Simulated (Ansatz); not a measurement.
ScAlN2 as one 4-atom ordering (R-3m) on the rocksalt lattice at its r2SCAN geometry, in the plane-wave code Ansatz. The base run uses HSE06 on a modest mesh; each further run changes one setting, sensibly or not. Doubtful ones may also carry a cap on iterations. All numbers are computed, and spin polarisation is off unless an edit sets a moment.

Base input:
```yaml
crystal:
  lattice:
    - [1.5184655389, 0.8766864876, 4.9153867985]
    - [-1.5184655389, 0.8766864876, 4.9153867985]
    - [0.0, -1.7533729753, 4.9153867985]
  atoms:
    - { symbol: Sc, position: [1.0, 0.0, 0.0] }
    - { symbol: Al, position: [0.5, 0.5, 0.5] }
    - { symbol: "N", position: [0.2433103314, 0.2433103314, 0.2433103314] }
    - { symbol: "N", position: [0.7566896686, 0.7566896686, 0.7566896686] }
kpoints:
  mp_grid: { grid: [4, 4, 4] }
hamiltonian:
  xc: hse06
scf:
  occupations: { method: fixed }
  n_extra_bands: 5
output:
  forces: true
  stress: true
  eigenvalues: true
  write_density: true
  write_potential: true
  elf: true
  volumetric_format: npy
```

Base results:
```
Basis set: ecut = 420 eV, 773 PW (Γ), FFT grids on a1−a2, a2, −a2+a3
Symmetry: 12 space group operations
Space group: R-3m (ITA 166)
k-points: 13 of 64
Exchange kernel: α = 0.2500, screened, ω = 0.2079 Å⁻¹, Wigner–Seitz truncation, v(0) = 991.2382 eV·Å³, q-mesh 4×4×4
hybrid SCF converged: 2 outer / 12 inner (+4 warm-up)
Free energy (F): -3447.938003 eV
Fermi energy:    11.614366 eV
--- Forces (eV/Å), atoms counted from 1 ---
  atom   1  Sc      0.00000      0.00000      0.00000
  atom   2  Al      0.00000      0.00000      0.00000
  atom   3  N       0.00000      0.00000      0.11869
  atom   4  N       0.00000      0.00000    -0.11869
--- Stress (GPa, compression-positive) ---
       -1.088740       0.000000       0.000000
        0.000000      -1.088740       0.000000
        0.000000       0.000000      -2.370972
  P = ⅓ Tr σ = -1.5162 GPa (-15.162 kbar)
--- Band table (eV; the first three rows and the last of 13) ---
  k-point 0: bands = […, 4.6941, 9.1071, 9.1071, 11.2540, 11.2540, 11.6144, 16.1193, 16.3308, 16.3308, 18.0513, …]
  k-point 1: bands = […, 5.6626, 7.3799, 8.1916, 8.7550, 10.1487, 10.5666, 15.5051, 17.1427, 17.5878, 18.5369, …]
  k-point 2: bands = […, 5.2553, 5.3724, 7.2601, 8.1794, 9.5567, 10.3995, 15.0154, 18.6777, 18.8543, 18.9993, …]
  k-point 12: bands = […, 7.3662, 8.1334, 9.5414, 9.5414, 10.6115, 10.6115, 15.9817, 16.5262, 16.5262, 18.5542, …]
```
The gap over this mesh is 1.892 eV.

Run as `ansatz run input.yaml --threads 4 --pin off --max-ram 3686MiB --backend cpu --events-out ev --progress --plain --runs-dir out`.

Question: These lines are set or replaced. What follows?
```yaml
scf:
  convergence: { dr2_threshold: 0.0001 }
  max_iter: 75
```

Answer: It converges in 18 iterations against the base's 16. Even so loose a threshold leaves the results unchanged here, which can't be counted on.
```
Warning: scf.convergence.dr2_threshold = 1e-4 eV is looser than this run's default, which is 1e-7 eV or tighter. The error in the forces grows as the threshold's square root, so leave the key out unless less accurate forces are enough
```

Question: The input is altered as follows. How does the run end?
```yaml
hamiltonian:
  xc:
    exchange: pbe
    correlation: pbe
    exx: { coeff: 0.2, omega: 0.2078 }
```

Answer: That is 20 % exact exchange, screened with ω = 0.2078 1/Å, against HSE06's 25 % screened at 0.208 1/Å. The mean stress moves by +1.0 GPa and the gap on the mesh by -0.242 eV (to 1.650). Totals of different functionals aren't comparable.
Lines that differ from the base's log, and the results:
```
Basis set: ecut = 420 eV, 773 PW (Γ), FFT grids on a1−a3, a2−a3, a3
Exchange kernel: α = 0.2000, screened, ω = 0.2078 Å⁻¹, Wigner–Seitz truncation, v(0) = 991.8174 eV·Å³, q-mesh 4×4×4
hybrid SCF converged: 2 outer / 10 inner (+4 warm-up)
Free energy (F): -3447.756050 eV
Fermi energy:    11.755197 eV
--- Forces (eV/Å), atoms counted from 1 ---
  atom   1  Sc      0.00000      0.00000      0.00000
  atom   2  Al      0.00000      0.00000      0.00000
  atom   3  N       0.00000      0.00000      0.10879
  atom   4  N       0.00000      0.00000    -0.10879
--- Stress (GPa, compression-positive) ---
       -0.041756       0.000000       0.000000
        0.000000      -0.041756       0.000000
        0.000000       0.000000      -1.415562
  P = ⅓ Tr σ = -0.4997 GPa (-4.997 kbar)
--- Band table (eV; the first three rows and the last of 13) ---
  k-point 0: bands = […, 4.9592, 9.2806, 9.2806, 11.3973, 11.3973, 11.7552, 15.9540, 16.1587, 16.1587, 17.9093, …]
  k-point 1: bands = […, 5.9053, 7.5905, 8.3830, 8.9367, 10.3071, 10.7210, 15.3612, 16.9664, 17.3916, 18.3627, …]
  k-point 2: bands = […, 5.4987, 5.6108, 7.4669, 8.3713, 9.7465, 10.5649, 14.8842, 18.4509, 18.6272, 18.8114, …]
  k-point 12: bands = […, 7.5756, 8.3295, 9.7046, 9.7046, 10.7658, 10.7658, 15.8353, 16.3482, 16.3482, 18.3871, …]
```

Question: The input is altered as follows. How does the run end?
```yaml
accuracy: high
```

Answer: Energy, stress and gap stay within 1 meV an atom, 0.1 GPa and 0.005 eV of the base. The result hardly depends on this setting here.

Question: What happens with this change?
```yaml
hamiltonian:
  xc: { exchange: pbe, correlation: pbe, exx: { coeff: 0.35 } }
```

Answer: That is 35 % exact exchange, at all ranges, against HSE06's 25 % screened at 0.208 1/Å. The mean stress moves by -1.9 GPa and the gap on the mesh by +1.501 eV (to 3.393). Totals of different functionals aren't comparable.
```
Basis set: ecut = 420 eV, 773 PW (Γ), FFT grids on a1−a3, a2−a3, a3
hybrid SCF converged: 3 outer / 16 inner (+4 warm-up)
Free energy (F): -3449.089030 eV
Fermi energy:    10.817056 eV
--- Forces (eV/Å), atoms counted from 1 ---
  atom   1  Sc      0.00000      0.00000      0.00000
  atom   2  Al      0.00000      0.00000      0.00000
  atom   3  N       0.00000      0.00000      0.14515
  atom   4  N       0.00000      0.00000    -0.14515
--- Stress (GPa, compression-positive) ---
       -3.103639       0.000000       0.000000
        0.000000      -3.103639       0.000000
        0.000000       0.000000      -4.190778
  P = ⅓ Tr σ = -3.4660 GPa (-34.660 kbar)
```

The meshes of the hybrids are coarse, so their gaps aren't converged to the digits shown.
